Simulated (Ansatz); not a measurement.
**ZrC (CsCl-type structure)**

Level of theory: DFT, r²SCAN, scalar-relativistic, no spin polarisation; plane waves to 500 eV with PAW datasets (Ansatz 0.2.0), 12×12×12 k-mesh, Gaussian smearing of 0.05 eV; PAW files: Ansatz's generated set soft_2.

```
Zr C
1.0
     2.91612    0.00000    0.00000
     0.00000    2.91612    0.00000
     0.00000    0.00000    2.91612
Zr C
1 1
Direct
  0.00000 0.00000 0.00000
  0.50000 0.50000 0.50000
```

This is a trial structure; measured cells of the compound in the Crystallography Open Database are in space group Fm-3m (rock salt).

At this volume the pressure is 0.00 GPa.

Path: Γ–X–M–Γ–R–X | R–M, with Γ = (0.000, 0.000, 0.000), X = (0.000, 0.500, 0.000), M = (0.500, 0.500, 0.000), R = (0.500, 0.500, 0.500) in reciprocal vectors of the calculation's cell.

Bands as a text map, energy in eV from the Fermi level (dashes), each leg drawn with the same width:
```
  3.57 |           * *   *                        *  
  3.21 |    *       *   *              *             
  2.86 |             ***  *             *          **
  2.50 |                         *     *        *    
  2.14 |   *          *    *                        *
  1.79 |                                           * 
  1.43 |  *          *      * * *                    
  1.07 |**             *    ** *        *        *   
  0.71 |  *         *       *                     *  
  0.36 |           *    ** *  *         *            
  0.00 |---*------***--*-***-------------*--------*--
 -0.36 |    *    **  **                            **
 -0.71 |     *****                        **     *   
 -1.07 |     ****              *       *   *         
 -1.43 |   **    *              **        *          
 -1.79 |***       *        *****                     
 -2.14 | **        **   ****      *             *    
 -2.50 |             ***        *        *         **
 -2.86 |   *         * *              *           *  
 -3.21 |            *     *                          
 -3.57 |                *        *      *      * *   
 -3.93 |    *            *                           
 -4.29 |           *               *   **       *    
 -4.64 |     *    *               *  *        *      
 -5.00 |                              *  *     *     
 -5.36 |         *                 * *       **      
 -5.71 |      ***                   *     ****       
 -6.07 |                                             
        Γ      X      M      Γ      R      XR       M
```

(1) By these bands, is it a metal or an insulator, and if it has a gap, where are the band edges on this path?

Answer:

(1) A metal: bands cross the Fermi level.

A displaced or strained copy of the relaxed cell lay 26.0 meV/atom lower, so the structure isn't a true minimum at this level.
